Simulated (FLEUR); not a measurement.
A run of FLEUR MaX-R8.1 (later development tree) is set up as follows.

File inp.xml:

```xml
<?xml version="1.0" encoding="UTF-8" standalone="no"?>
<fleurInput fleurInputVersion="0.39">
   <comment>
      BaTe                                                                                                
   </comment>
   <calculationSetup>
      <cutoffs Kmax="4.1" Gmax="12.7" GmaxXC="12.7" numbands="0"/>
      <scfLoop itmax="60" minDistance="0.00001" maxIterBroyd="15" imix="Anderson" alpha="0.05" precondParam="0.0" spinf="2.0" sdNocoIR="T"/>
      <coreElectrons ctail="T" frcor="F" kcrel="0" coretail_lmax="0"/>
      <xcFunctional name="pbe" relativisticCorrections="F"/>
      <magnetism jspins="1"/>
      <soc l_soc="F" theta="0.0" phi="0.0" spav="F"/>
      <expertModes spex="0" secvar="F"/>
      <geometryOptimization l_f="T" forcealpha="1.0" forcemix="BFGS" epsdisp="0.0005" epsforce="0.0002"/>
      <ldaU l_linMix="F" mixParam="0.05" spinf="1.0"/>
   </calculationSetup>
   <cell>
      <bzIntegration valenceElectrons="42.0" mode="hist" fermiSmearingEnergy="0.00183747">
         <kPointListSelection listName="default-1"/>
         <!-- k-points included here -->
         <xi:include xmlns:xi="http://www.w3.org/2001/XInclude" href="kpts.xml"> </xi:include>
      </bzIntegration>
      <!-- symmetry operations included here -->
      <xi:include xmlns:xi="http://www.w3.org/2001/XInclude" href="sym.xml"> </xi:include>
      <bulkLattice scale="1.0">
         <bravaisMatrix>
            <row-1>    0.0000000000000000     6.4439660848860001     6.4439660848860001</row-1>
            <row-2>    6.4439660848860001     0.0000000000000000     6.4439660848860001</row-2>
            <row-3>    6.4439660848860001     6.4439660848860001     0.0000000000000000</row-3>
         </bravaisMatrix>
      </bulkLattice>
   </cell>
   <atomSpecies>
      <species name="Barium (Ba)" element="Ba" atomicNumber="56">
         <mtSphere radius="2.66" gridPoints="879" logIncrement="0.015"/>
         <atomicCutoffs lmax="11" lnonsphr="8"/>
         <electronConfig flipSpins="F">
            <coreConfig>(1s1/2) (2s1/2) (2p1/2) (2p3/2) (3s1/2) (3p1/2) (3p3/2) (4s1/2) (3d3/2) (3d5/2) (4p1/2) (4p3/2)</coreConfig>
            <valenceConfig>(5s1/2) (4d3/2) (4d5/2) (5p1/2) (5p3/2) (6s1/2)</valenceConfig>
         </electronConfig>
         <energyParameters s="6" p="5" d="4" f="4"/>
         <lo type="SCLO" l="0" n="5" eDeriv="0"/>
         <lo type="HELO" l="1" n="6" eDeriv="0"/>
         <lo type="HELO" l="1" n="6" eDeriv="1"/>
         <lo type="HELO" l="2" n="5" eDeriv="0"/>
         <lo type="HELO" l="2" n="5" eDeriv="1"/>
         <lo type="SCLO" l="3" n="4" eDeriv="2"/>
      </species>
      <species name="Tellurium (Te)" element="Te" atomicNumber="52">
         <mtSphere radius="2.66" gridPoints="879" logIncrement="0.015"/>
         <atomicCutoffs lmax="11" lnonsphr="8"/>
         <electronConfig flipSpins="F">
            <coreConfig>(1s1/2) (2s1/2) (2p1/2) (2p3/2) (3s1/2) (3p1/2) (3p3/2) (4s1/2) (3d3/2) (3d5/2)</coreConfig>
            <valenceConfig>(4p1/2) (4p3/2) (5s1/2) (4d3/2) (4d5/2) (5p1/2) (5p3/2)</valenceConfig>
            <stateOccupation state="(5p1/2)" spinUp="0.666667" spinDown="0.666667"/>
            <stateOccupation state="(5p3/2)" spinUp="1.333333" spinDown="1.333333"/>
         </electronConfig>
         <energyParameters s="5" p="5" d="5" f="4"/>
         <lo type="SCLO" l="1" n="4" eDeriv="0"/>
         <lo type="SCLO" l="1" n="4" eDeriv="1"/>
         <lo type="SCLO" l="2" n="4" eDeriv="0"/>
         <lo type="SCLO" l="2" n="4" eDeriv="1"/>
         <lo type="SCLO" l="0" n="5" eDeriv="2"/>
         <lo type="SCLO" l="3" n="4" eDeriv="2"/>
      </species>
   </atomSpecies>
   <atomGroups>
      <atomGroup species="Barium (Ba)">
         <relPos label="                   1">.0000000000 .0000000000 .0000000000</relPos>
         <force calculate="T" relaxXYZ="TTT"/>
      </atomGroup>
      <atomGroup species="Tellurium (Te)">
         <relPos label="                   2">1.000/2.000 1.000/2.000 1.000/2.000</relPos>
         <force calculate="T" relaxXYZ="TTT"/>
      </atomGroup>
   </atomGroups>
   <output dos="F" band="F" slice="F">
      <checks vchk="F" cdinf="F"/>
      <bandDOS minEnergy="-.5*Htr" maxEnergy="0.5*Htr" sigma="0.015" storeEVData="T"/>
      <vacuumDOS vacdos="F" integ="F" star="F" nstars="0" locx1="0.0" locy1="0.0" locx2="0.0" locy2="0.0" nstm="0" tworkf="0.0"/>
      <unfoldingBand unfoldBand="F" supercellX="1" supercellY="1" supercellZ="1"/>
      <plotting iplot="0" polar="F">
         <plot TwoD="T" vec1="  1.0  0.0  0.0" vec2="  0.0  1.0  0.0" vec3="  0.0  0.0  1.0" zero="  0.0  0.0  0.0" file="plot"/>
      </plotting>
      <chargeDensitySlicing numkpt="0" minEigenval="0.0" maxEigenval="0.0" nnne="0" pallst="F"/>
      <specialOutput eonly="F"/>
      <moessbauerParams electricFieldGradient="T" isomerShift="T" coreHyperfine="T" valenceHyperfine="T"/>
      <magneticCircularDichroism mcd="F" energyLo="-10.0" energyUp="0.0"/>
   </output>
  <!-- We include the file relax.xml here to enable relaxations (see documentation) -->
  <xi:include xmlns:xi="http://www.w3.org/2001/XInclude" href="relax.xml"> <xi:fallback/> </xi:include>
</fleurInput>
```

The input crystal.txt:

```
BaTe
&input cartesian=F /
0.0000000000  3.4100000000  3.4100000000
3.4100000000  0.0000000000  3.4100000000
3.4100000000  3.4100000000  0.0000000000
1.8897261246
1.0 1.0 1.0

2
56 0.0000000000  0.0000000000  0.0000000000
52 0.5000000000  0.5000000000  0.5000000000

&kpt div1=7 div2=7 div3=7 gamma=T /
```

Potentials or basis: all-electron, FLAPW.

Command:

```sh
$ inpgen -f crystal.txt -profile fastHighL
$ # inp.xml edited to the form shown
$ fleur_MPI
```

Problem. Estimate the band gap on the k mesh.

Solution. 1.48 eV, indirect (least direct gap 1.82 eV).

Core levels (eV from the Fermi level):
| atom | levels |
| --- | --- |
| 1 Ba | 1s1/2 -37223.2, 2s1/2 -5875.4, 2p1/2 -5533.8, 2p3/2 -5152.1, 3s1/2 -1234.7, 3p1/2 -1091.4, 3p3/2 -1017.6, 4s1/2 -236.5, 3d3/2 -766.3, 3d5/2 -750.6, 4p1/2 -184.5, 4p3/2 -169.1 |
| 2 Te | 1s1/2 -31600.9, 2s1/2 -4838.9, 2p1/2 -4533.2, 2p3/2 -4258.7, 3s1/2 -957.7, 3p1/2 -832.0, 3p3/2 -780.9, 4s1/2 -157.6, 3d3/2 -559.3, 3d5/2 -548.6 |

Caveat: spin-orbit coupling is left out, which moves the levels of the heavy elements; an odd mesh through Γ misses points on the zone boundary, where band edges often lie.
